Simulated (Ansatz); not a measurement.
CaSe: vacancy hop by nudged elastic band (Ansatz)

Launch command:

```bash
ansatz run input.yaml --threads 4 --pin off --max-ram 8192MiB --backend cpu --events-out ev --progress --plain --runs-dir out
```

The input file (Ansatz 0.2.0, plane waves):

```yaml
crystal:
  lattice:
    - [0.0, 5.895304, 5.895304]
    - [5.895304, 0.0, 5.895304]
    - [5.895304, 5.895304, 0.0]
  atoms:
    - { symbol: Ca, position: [0.00113841, 0.00028386, -0.00017378] }
    - { symbol: Se, position: [0.24591811, 0.25452725, 0.2514627] }
    - { symbol: Ca, position: [0.00047658, -0.00093914, 0.50022354] }
    - { symbol: Se, position: [0.24706568, 0.2576083, 0.74930895] }
    - { symbol: Ca, position: [0.00107994, 0.50166196, -0.00479195] }
    - { symbol: Se, position: [0.24869261, 0.75159095, 0.24772242] }
    - { symbol: Ca, position: [0.00146808, 0.50003868, 0.49923855] }
    - { symbol: Se, position: [0.24803494, 0.75650833, 0.75203627] }
    - { symbol: Ca, position: [0.49780225, -0.00340546, 0.00633312] }
    - { symbol: Se, position: [0.74798073, 0.24828793, 0.2486661] }
    - { symbol: Ca, position: [0.50066681, 0.00175561, 0.50086816] }
    - { symbol: Se, position: [0.74432097, 0.24960739, 0.75211214] }
    - { symbol: Ca, position: [0.49943982, 0.50348272, -0.00557735] }
    - { symbol: Se, position: [0.75662137, 0.7483795, 0.24914524] }
    - { symbol: Ca, position: [0.50081244, 0.49864512, 0.500027] }
kpoints:
  mp_grid: { grid: [2, 2, 2] }
magnetization:
  spin_polarized: false
scf:
  occupations: { method: fermi_dirac, width: 0.05 }
hamiltonian:
  pseudopotentials: { kind: paw }
  xc: pbe
basis:
  ecutwfc: 420
neb:
  images: 5
  relax_end_points: true
  climbing: true
  f_tol: 0.1
  max_iterations: 40
  order_check: false
  final_atoms:
    - { symbol: Ca, position: [0.00113841, 0.00028386, -0.00017378] }
    - { symbol: Se, position: [0.24591811, 0.25452725, 0.2514627] }
    - { symbol: Ca, position: [0.00047658, -0.00093914, 0.50022354] }
    - { symbol: Se, position: [0.24706568, 0.2576083, 0.74930895] }
    - { symbol: Ca, position: [0.00107994, 0.50166196, -0.00479195] }
    - { symbol: Se, position: [0.24869261, 0.75159095, 0.24772242] }
    - { symbol: Ca, position: [0.00146808, 0.50003868, 0.49923855] }
    - { symbol: Se, position: [0.24803494, 0.75650833, 0.75203627] }
    - { symbol: Ca, position: [0.49780225, -0.00340546, 0.00633312] }
    - { symbol: Se, position: [0.74982637, 0.74530741, -0.24825358] }
    - { symbol: Ca, position: [0.50066681, 0.00175561, 0.50086816] }
    - { symbol: Se, position: [0.74432097, 0.24960739, 0.75211214] }
    - { symbol: Ca, position: [0.49943982, 0.50348272, -0.00557735] }
    - { symbol: Se, position: [0.75662137, 0.7483795, 0.24914524] }
    - { symbol: Ca, position: [0.50081244, 0.49864512, 0.500027] }
```

Origin of the cell: a database entry, scaled a little.

The cell is 2×2×2 cells of CaSe with one Se taken out; atom 10 (Se) hops into the empty site, 4.14 Å away before the end points are relaxed. All atoms were shaken by about 0.02 Å first.

Output (shortened):

```
Warning: neb: disabling space-group detection — the band's intermediate images generally break the endpoint symmetry, so no spatial operation reduces the k-mesh or symmetrises the density, ex […]
Pseudopotentials: kind: paw
Pseudopotential: Ca, paw, valence charge 10, recommended cutoff 420 eV (normal), Ca.paw.azcp
Pseudopotential: Se, paw, valence charge 16, recommended cutoff 420 eV (normal), Se.paw.azcp
Functional definition: PBE
  exchange = pbe_x(kappa = kappa, mu = beta*pi^2/3)
  correlation = pbe_c(beta = beta)
parallel-image band execution: 4 concurrent image workers
NEB image 0
Crystal: 15 atoms, lattice volume = 409.778 Å³
Basis set: ecut = 420 eV, 7991 PW (Γ), exchange–correlation on 120×120×120 points (8 copies of the dense FFT grid, shifted against one another)
Bands: 116, of which v1, the nominal top of the filled ones, is band 96 counted from 1 (95 counted from 0)
[… 6 lines left out …]
Initial density: superposition of atomic densities (neutral atoms: chi_scale 0, normalization atom), corrected by the library's trained network
Functional: x = pbe(κ = 0.804, μ = 0.219515), c = pbe(β = 0.066725)
SCF iter   1: F=—  HF=-52846.243361 eV  Δρ=1.61e-3  dr2=7.27e-2  defer=23
SCF iter   2: F=—  HF=-52846.229009 eV  Δρ=7.33e-4  dr2=1.05e-2  defer=62
SCF iter   3: F=—  HF=-52846.226905 eV  Δρ=2.66e-4  dr2=7.66e-4  defer=62
SCF iter   4: F=—  HF=-52846.226674 eV  Δρ=1.51e-4  dr2=1.42e-4  defer=62
SCF iter   5: F=—  HF=-52846.226709 eV  Δρ=3.72e-5  dr2=1.81e-5  defer=62
SCF iter   6: F=—  HF=-52846.227131 eV  Δρ=8.40e-6  dr2=9.09e-7  defer=64
SCF iter   7: F=-52846.227131 eV  HF=-52846.227131 eV  Δρ=2.36e-6  dr2=2.55e-8
NEB iter   1: max|band force component| = 8.647e0 eV/Å  barrier→ = 7.6689 eV  barrier← = 7.6690 eV  Δτ_max = 0.2000 Å  (60 SCF iters)
NEB iter   2: max|band force component| = 3.836e0 eV/Å  barrier→ = 4.1930 eV  barrier← = 4.1930 eV  Δτ_max = 0.1564 Å  (43 SCF iters)
NEB iter   3: max|band force component| = 1.475e0 eV/Å  barrier→ = 3.0084 eV  barrier← = 3.0085 eV  Δτ_max = 0.1045 Å  (42 SCF iters)
NEB iter   4: max|band force component| = 3.078e-1 eV/Å  barrier→ = 2.6954 eV  barrier← = 2.6954 eV  CI = image 3  Δτ_max = 0.0360 Å  (44 SCF iters)
NEB iter   5: max|band force component| = 4.088e-2 eV/Å  barrier→ = 2.6650 eV  barrier← = 2.6651 eV  CI = image 3  Δτ_max = 0.0179 Å  (36 SCF iters)
NEB iter   6: max|band force component| = 6.068e-2 eV/Å  barrier→ = 2.6625 eV  barrier← = 2.6625 eV  CI = image 3  Δτ_max = 0.0000 Å  (8 SCF iters)
--- NEB band (7 images, 6 band iterations, 233 SCF iterations, 41 more in tests of the images' electronic states and relaxations of end points) ---
  forward barrier  = 2.662460 eV
  backward barrier = 2.662507 eV
  lagrangian_above_aufbau_ev (what the smearing adds, to first order; not taken off the barriers): saddle image -0.048547 eV, end points -0.005054 and -0.004994 eV
  climbing image's point = of an order that was not read
  energies are F+E_penalty+E_count in eV, relative to image 0
  image     s (Å)  Δ vs image 0  max|band force component| (eV/Å)
      0    0.0000      0.000000                                 —
      1    0.7708      0.544036                          2.165e-2
      2    1.5416      1.827688                          6.068e-2
  *   3    2.3183      2.662460                          3.306e-2
      4    3.0931      1.830415                          5.964e-2
      5    3.8625      0.548064                          2.196e-2
      6    4.6319     -0.000048                                 —
```

The converged band:

```
image  path over all atoms (Å)  ΔF (eV)  Se x     y  z (Å)
    0                     0.00    0.000  2.95  5.89   5.90
    1                     0.77    0.544  2.96  5.48   6.31
    2                     1.54    1.828  2.96  4.97   6.82
    3                     2.32    2.662  2.97  4.42   7.37
    4                     3.09    1.830  2.96  3.87   7.92
    5                     3.86    0.548  2.96  3.36   8.43
    6                     4.63    0.000  2.95  2.94   8.85
```

Relaxed start, forces in eV/Å:

```xyz
15
Lattice="0.000 5.895 5.895 5.895 0.000 5.895 5.895 5.895 0.000" Properties=species:S:1:pos:R:3:forces:R:3 pbc="T T T" image=0
Ca    0.006   -0.004    0.003    0.000    0.000    0.002
Se    2.952    2.943    2.951    0.001   -0.001    0.001
Ca    2.954    2.944   -0.015    0.000   -0.001   -0.002
Se    5.902    5.888    2.950   -0.004    0.004    0.002
Ca    2.953   -0.024    2.951    0.001   -0.004    0.002
Se    5.902    2.943    5.901   -0.003   -0.001   -0.004
Ca    5.918    2.941    2.953    0.008    0.002   -0.002
Se    8.849    5.892    5.899    0.001    0.000   -0.001
Ca   -0.015    2.941    2.953    0.000    0.001   -0.003
Se    2.955    5.892    5.898   -0.004   -0.002    0.000
Ca    2.954    5.911    2.951    0.001    0.001   -0.001
Se    5.902    8.838    5.901   -0.002    0.000   -0.003
Ca    2.953    2.944    5.918    0.002   -0.002    0.003
Se    5.902    5.889    8.846   -0.003    0.004    0.004
Ca    5.901    5.891    5.898    0.002   -0.001    0.000
```

Highest image (3), forces in eV/Å:

```xyz
15
Lattice="0.000 5.895 5.895 5.895 0.000 5.895 5.895 5.895 0.000" Properties=species:S:1:pos:R:3:forces:R:3 pbc="T T T" image=3
Ca    0.205   -0.122    0.122    0.022   -0.006    0.006
Se    2.953    3.085    2.810    0.001    0.012   -0.012
Ca    2.954    2.894   -0.047    0.000    0.010    0.010
Se    5.846    6.006    3.065    0.009   -0.008   -0.008
Ca    2.948    0.340    3.294    0.004   -0.033   -0.033
Se    5.960    2.827    5.782   -0.013    0.011    0.011
Ca    6.100    3.062    2.833    0.022    0.006   -0.006
Se    8.848    5.750    6.040    0.001   -0.011    0.011
Ca   -0.200    3.065    2.830   -0.018    0.003   -0.003
Se    2.970    4.418    7.373   -0.011    0.000    0.000
Ca    2.954    5.942    3.002    0.000   -0.010   -0.010
Se    5.846    8.725    5.785    0.009    0.008    0.008
Ca    2.948    2.601    5.555    0.004    0.032    0.033
Se    5.960    6.008    8.963   -0.013   -0.011   -0.011
Ca    5.695    5.770    6.020   -0.019   -0.003    0.003
```

Relaxed end, forces in eV/Å:

```xyz
15
Lattice="0.000 5.895 5.895 5.895 0.000 5.895 5.895 5.895 0.000" Properties=species:S:1:pos:R:3:forces:R:3 pbc="T T T" image=6
Ca    0.025   -0.003    0.003    0.001    0.000    0.000
Se    2.953    2.945    2.951    0.000    0.000    0.000
Ca    2.953    2.925    0.003    0.000   -0.001    0.000
Se    5.901    5.893    2.951    0.000    0.000    0.000
Ca    2.953   -0.003    2.931    0.000    0.000   -0.001
Se    5.901    2.945    5.899    0.000    0.000    0.000
Ca    5.901    2.945    2.951    0.000    0.000    0.000
Se    8.849    5.893    5.899    0.000    0.000    0.000
Ca    0.006    2.945    2.951    0.000    0.000    0.000
Se    2.953    2.945    8.846    0.000    0.000    0.000
Ca    2.953    5.893    2.971    0.000    0.000    0.000
Se    5.901    8.840    5.898    0.000    0.000    0.000
Ca    2.953    2.964    5.899    0.000    0.001    0.000
Se    5.901    5.893    8.846    0.000    0.000    0.000
Ca    5.882    5.893    5.899   -0.001    0.000    0.000
```

Barrier of this path: 2.66 eV forwards, 2.66 eV backwards, after 6 band iterations.

Caveats: the k mesh is coarse if the cell is a metal; a small cell with a neutral vacancy and no spin, whose shape can make like sites unlike; the cell is held at a rescaled volume, and strain moves barriers; the hop was drawn among near neighbours and need not be the easiest path; few images and a loose tolerance, and neither the top nor the ends were tested for their order.

Time: 2.7 min on 4 threads of Intel(R) Xeon(R) 6975P-C (Granite Rapids), with other jobs on the host, peak memory 2.6 GiB, from the program's own first density.
